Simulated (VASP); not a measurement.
# MgO (Fm-3m) in VASP: a series of runs, part 2 of 2

VASP 6.6.1.

**3. Single point, PBE**

INCAR

```
PREC     = Accurate       # precision mode
ENCUT    = 520            # plane-wave cutoff, eV
EDIFF    = 1E-7           # SCF threshold, eV
ISMEAR   = 0              # smearing method
SIGMA    = 0.1            # smearing width, eV
LREAL    = F              # projectors in reciprocal space
LASPH    = T              # aspherical terms in the spheres
NELM     = 80             # most SCF steps
ALGO     = Normal         # electronic algorithm
ISIF     = 2              # what is computed and relaxed
LWAVE    = F              # write WAVECAR
LCHARG   = F              # write CHGCAR
GGA      = PE             # functional
NBANDS   = 11             # bands
```

KPOINTS

```
regular mesh
0
Gamma
  11 11 11
```

POSCAR

```
MgO
1.0
    0.0000000000      2.0970013927      2.0970013927
    2.0970013927      0.0000000000      2.0970013927
    2.0970013927      2.0970013927      0.0000000000
Mg O
1 1
Cartesian
    0.0000000000      0.0000000000      0.0000000000
    2.0970013927      2.0970013927      2.0970013927
```

Potentials or basis: VASP PAW PBE potentials, release 64 (Mg, O).

Command:

```bash
cat potpaw_PBE.64/Mg/POTCAR potpaw_PBE.64/O/POTCAR > POTCAR
mpirun -np 1 vasp_std > vasp.out
```

It took 6.5 s on 1 thread of Intel Xeon Platinum 8559C (Emerald Rapids), shared host; peak memory 0.14 GiB.

It converged, with:

```yaml
Free_energy: -11.8977 eV
Pressure: 6.2 GPa
Band_gap_on_the_k_mesh: 4.85 eV, direct
```

Levels at points of the mesh, in eV from the valence-band top:
```
           k point  band 2  band 3  band 4  band 5  band 6  band 7
(0.00, 0.00, 0.00)    0.00    0.00    0.00    4.85   15.87   15.87
```

**4. Single point, PBE**

run.py

```python
from ase.calculators.vasp import Vasp
from ase.dft.bandgap import bandgap
from ase.io import read

atoms = read('MgO.cif', primitive_cell=True, subtrans_included=False)
calc = Vasp(
    directory='calc',
    xc='pbe',
    pp='PBE',
    setups='recommended',
    prec='Accurate',
    encut=520,
    ediff=1e-06,
    ismear=0,
    sigma=0.1,
    lreal=False,
    lasph=True,
    nelm=80,
    algo='Fast',
    isif=2,
    lwave=False,
    lcharg=False,
    kpts=[11, 11, 11],
    gamma=True,
    nbands=11,
)
atoms.calc = calc

print('energy (eV):', atoms.get_potential_energy())
print('free energy (eV):', atoms.get_potential_energy(force_consistent=True))
print('forces (eV/A):')
print(atoms.get_forces())
print('stress (eV/A^3, Voigt):', atoms.get_stress())
print('Fermi level (eV):', calc.get_fermi_level())
gap, top, bottom = bandgap(calc)
print('band gap (eV):', gap, 'from (spin, k, band)', top, 'to', bottom)
```

MgO.cif

```cif
data_MgO
_cell_length_a 4.19400279
_cell_length_b 4.19400279
_cell_length_c 4.19400279
_cell_angle_alpha 90.00000000
_cell_angle_beta 90.00000000
_cell_angle_gamma 90.00000000
_space_group_name_H-M_alt 'Fm-3m'
_space_group_name_Hall '-F 4 2 3'
_space_group_IT_number 225
loop_
_space_group_symop_operation_xyz
'x,y,z'
'-x,-y,-z'
'-y,x,z'
'y,-x,-z'
'-x,-y,z'
'x,y,-z'
'y,-x,z'
'-y,x,-z'
'x,-y,-z'
'-x,y,z'
'-y,-x,-z'
'y,x,z'
'-x,y,-z'
'x,-y,z'
'y,x,-z'
'-y,-x,z'
'z,x,y'
'-z,-x,-y'
'z,-y,x'
'-z,y,-x'
'z,-x,-y'
'-z,x,y'
'z,y,-x'
'-z,-y,x'
'-z,x,-y'
'z,-x,y'
'-z,-y,-x'
'z,y,x'
'-z,-x,y'
'z,x,-y'
'-z,y,x'
'z,-y,-x'
'y,z,x'
'-y,-z,-x'
'x,z,-y'
'-x,-z,y'
'-y,z,-x'
'y,-z,x'
'-x,z,y'
'x,-z,-y'
'-y,-z,x'
'y,z,-x'
'-x,-z,-y'
'x,z,y'
'y,-z,-x'
'-y,z,x'
'x,-z,y'
'-x,z,-y'
'x,y+1/2,z+1/2'
'-x,-y+1/2,-z+1/2'
'-y,x+1/2,z+1/2'
'y,-x+1/2,-z+1/2'
[... 63 lines left out ...]
'-z+1/2,y,-x+1/2'
'z+1/2,-x,-y+1/2'
'-z+1/2,x,y+1/2'
'z+1/2,y,-x+1/2'
'-z+1/2,-y,x+1/2'
'-z+1/2,x,-y+1/2'
'z+1/2,-x,y+1/2'
'-z+1/2,-y,-x+1/2'
'z+1/2,y,x+1/2'
'-z+1/2,-x,y+1/2'
'z+1/2,x,-y+1/2'
'-z+1/2,y,x+1/2'
'z+1/2,-y,-x+1/2'
'y+1/2,z,x+1/2'
'-y+1/2,-z,-x+1/2'
'x+1/2,z,-y+1/2'
'-x+1/2,-z,y+1/2'
'-y+1/2,z,-x+1/2'
'y+1/2,-z,x+1/2'
'-x+1/2,z,y+1/2'
'x+1/2,-z,-y+1/2'
'-y+1/2,-z,x+1/2'
'y+1/2,z,-x+1/2'
'-x+1/2,-z,-y+1/2'
'x+1/2,z,y+1/2'
'y+1/2,-z,-x+1/2'
'-y+1/2,z,x+1/2'
'x+1/2,-z,y+1/2'
'-x+1/2,z,-y+1/2'
'x+1/2,y+1/2,z'
'-x+1/2,-y+1/2,-z'
'-y+1/2,x+1/2,z'
'y+1/2,-x+1/2,-z'
'-x+1/2,-y+1/2,z'
'x+1/2,y+1/2,-z'
'y+1/2,-x+1/2,z'
'-y+1/2,x+1/2,-z'
'x+1/2,-y+1/2,-z'
'-x+1/2,y+1/2,z'
'-y+1/2,-x+1/2,-z'
'y+1/2,x+1/2,z'
'-x+1/2,y+1/2,-z'
'x+1/2,-y+1/2,z'
'y+1/2,x+1/2,-z'
'-y+1/2,-x+1/2,z'
'z+1/2,x+1/2,y'
'-z+1/2,-x+1/2,-y'
'z+1/2,-y+1/2,x'
'-z+1/2,y+1/2,-x'
'z+1/2,-x+1/2,-y'
'-z+1/2,x+1/2,y'
'z+1/2,y+1/2,-x'
'-z+1/2,-y+1/2,x'
'-z+1/2,x+1/2,-y'
'z+1/2,-x+1/2,y'
'-z+1/2,-y+1/2,-x'
'z+1/2,y+1/2,x'
'-z+1/2,-x+1/2,y'
'z+1/2,x+1/2,-y'
'-z+1/2,y+1/2,x'
'z+1/2,-y+1/2,-x'
'y+1/2,z+1/2,x'
'-y+1/2,-z+1/2,-x'
'x+1/2,z+1/2,-y'
'-x+1/2,-z+1/2,y'
'-y+1/2,z+1/2,-x'
'y+1/2,-z+1/2,x'
'-x+1/2,z+1/2,y'
'x+1/2,-z+1/2,-y'
'-y+1/2,-z+1/2,x'
'y+1/2,z+1/2,-x'
'-x+1/2,-z+1/2,-y'
'x+1/2,z+1/2,y'
'y+1/2,-z+1/2,-x'
'-y+1/2,z+1/2,x'
'x+1/2,-z+1/2,y'
'-x+1/2,z+1/2,-y'
loop_
_atom_site_label
_atom_site_type_symbol
_atom_site_symmetry_multiplicity
_atom_site_Wyckoff_symbol
_atom_site_fract_x
_atom_site_fract_y
_atom_site_fract_z
_atom_site_occupancy
Mg1 Mg 4 a 0.0000000000 0.0000000000 0.0000000000 1
O1 O 4 b 0.5000000000 0.0000000000 0.0000000000 1
```

Command:

```bash
python run.py
```

It took 11 s on 1 thread of Intel Xeon Platinum 8559C (Emerald Rapids), shared host; peak memory 0.14 GiB.

Results (log left out):

```yaml
Free_energy: -11.8977 eV
Pressure: 6.2 GPa
Band_gap_on_the_k_mesh: 4.85 eV, direct
```

Levels at points of the mesh, in eV from the valence-band top:
```csv
k point,band 1,band 2,band 3,band 4,band 5,band 6,band 7,band 8
"(0.00, 0.00, 0.00)",-17.33,0.00,0.00,0.00,4.85,15.87,15.87,15.87
```

**5. Single point, HSE03+D3(BJ) (volume scaled by 0.8)**

POSCAR

```
MgO
1.0
    0.0000000000      1.9466836497      1.9466836497
    1.9466836497      0.0000000000      1.9466836497
    1.9466836497      1.9466836497      0.0000000000
Mg O
1 1
Direct
    0.0000000000      0.0000000000      0.0000000000
    0.5000000000      0.5000000000      0.5000000000
```

INCAR.step1

```
ALGO     = Normal         # electronic algorithm
EDIFF    = 1E-5           # SCF threshold, eV
ENCUT    = 600            # plane-wave cutoff, eV
GGA      = PE             # functional
ISIF     = 2              # what is computed and relaxed
ISMEAR   = -1             # smearing method
LASPH    = T              # aspherical terms in the spheres
LREAL    = F              # projectors in reciprocal space
LWAVE    = T              # write WAVECAR
NBANDS   = 11             # bands
NELM     = 60             # most SCF steps
NELMDL   = -8           
PREC     = Accurate       # precision mode
SIGMA    = 0.05           # smearing width, eV
TIME     = 0.4
```

INCAR.step2

```
ALGO     = Damped         # electronic algorithm
EDIFF    = 1E-6           # SCF threshold, eV
ENCUT    = 600            # plane-wave cutoff, eV
GGA      = PE             # functional
HFSCREEN = 0.3            # screening, 1/A
ISIF     = 2              # what is computed and relaxed
ISMEAR   = -1             # smearing method
ISTART   = 1            
IVDW     = 12             # dispersion correction
LASPH    = T              # aspherical terms in the spheres
LCHARG   = T              # write CHGCAR
LELF     = T              # ELF
LHFCALC  = T              # exact exchange
LREAL    = F              # projectors in reciprocal space
LVHAR    = T            
LWAVE    = F              # write WAVECAR
NBANDS   = 11             # bands
NELM     = 60             # most SCF steps
NELMDL   = -8           
PREC     = Accurate       # precision mode
PRECFOCK = Normal       
SIGMA    = 0.05           # smearing width, eV
TIME     = 0.4          
VDW_A1   = 0.0          
VDW_A2   = 6.8889       
VDW_S6   = 1.0          
VDW_S8   = 1.1243
```

KPOINTS

```
k-points
0
Gamma
  6 6 6
```

Command:

```bash
cat potpaw_PBE.64/Mg/POTCAR potpaw_PBE.64/O/POTCAR > POTCAR
cp INCAR.step1 INCAR
mpirun -np 1 vasp_std > vasp.out
cp INCAR.step2 INCAR
mpirun -np 1 vasp_std > vasp.out
```

Wall time 6.9 min (1 thread of Intel Xeon Platinum 8559C (Emerald Rapids), shared host); peak memory 0.26 GiB.

It converged, with:

| Item | Value |
| --- | --- |
| Free energy | -15.0195 eV |
| Pressure | 43.9 GPa |
| Band gap on the k mesh | 9.06 eV, direct |
| Dispersion energy per atom | -0.826 eV |

Levels at points of the mesh, in eV from the valence-band top:
```tsv
k point	band 2	band 3	band 4	band 5	band 6	band 7
(0.00, 0.00, 0.00)	0.00	0.00	0.00	9.06	18.92	18.92
(0.50, 0.00, 0.00)	-6.11	-1.04	-1.04	11.16	17.59	20.77
(0.50, 0.50, 0.00)	-5.46	-1.83	-1.83	10.87	14.58	18.01
```

Caveat: the k mesh is coarse (spacing up to 0.47 Å⁻¹), so the values aren't converged, least of all with exact exchange; the PAW data sets were made with another functional, which shifts forces and pressure a little.

**6. For comparison**

An earlier run on the cell as given: functional PBE; potentials or basis VASP PAW PBE potentials, release 64 (Mg, O); cutoff 520 eV; k mesh 11 × 11 × 11; occupations fermi-dirac, width 0.05 eV; no spin polarisation.

- Pressure: 6.2 GPa
- Band gap on the k mesh: 4.85 eV, direct

**7. Summary**

| task | level | potentials or basis | cell | k mesh | cutoff (eV) | smearing | grid for exact exchange (PRECFOCK) | other keys | mesh quality | gap on the mesh (eV) | pressure (GPa) |
| --- | --- | --- | --- | --- | --- | --- | --- | --- | --- | --- | --- |
| relaxation of cell and atoms | optB86b-vdW | VASP PAW PBE potentials, release 64 (Mg, O_s) | relaxed from: atoms moved at random, drawn with an rms of 0.02 Å | 11 × 11 × 11 | 480 | fermi-dirac 0.05 eV | - | - | not flagged | 4.81 | 0.1 |
| single point | PBE | VASP PAW PBE potentials, release 64 (Mg, O) | as given | 11 × 11 × 11 | 520 | gaussian 0.1 eV | - | - | not flagged | 4.85 | 6.2 |
| single point | HSE03+D3(BJ) | VASP PAW PBE potentials, release 64 (Mg, O) | volume scaled by 0.8 | 6 × 6 × 6 | 600 | fermi-dirac 0.05 eV | Normal | NELMDL = -8; ALGO = Damped; TIME = 0.4; ENCUT = 600 | coarse | 9.06 | 43.9 |
| single point | PBE | VASP PAW PBE potentials, release 64 (Mg, O) | as given | 11 × 11 × 11 | 520 | fermi-dirac 0.05 eV | - | - | not flagged | 4.85 | 6.2 |

Alike in all rows: no spin polarisation.

Caveats: some runs use coarse meshes; the PAW data sets were made with another functional, which shifts forces and pressure a little (some runs).

Absolute energies hang on the potentials; compare differences alone.

**8. Comparison with measurements**

Step 3. A measured gap of MgO is 7.83 eV (quoted in “Electronic structure of alkaline earth and post-transition metal oxides”, 2009, arxiv:0908.1581); the calculated 4.85 eV misses it by -2.98 eV. The value is that of PBE, without temperature or zero-point motion. Semilocal functionals fall short of measured gaps as a rule. The cell is a database's relaxed one, not the measured one, which moves gaps too.

Step 4. Against the measured gap of MgO, 7.83 eV (quoted in “Electronic structure of alkaline earth and post-transition metal oxides”, 2009, arxiv:0908.1581), the calculated 4.85 eV is off by -2.98 eV. The value is that of PBE, without temperature or zero-point motion. Semilocal functionals fall short of measured gaps as a rule. The cell is a database's relaxed one, not the measured one, which moves gaps too.
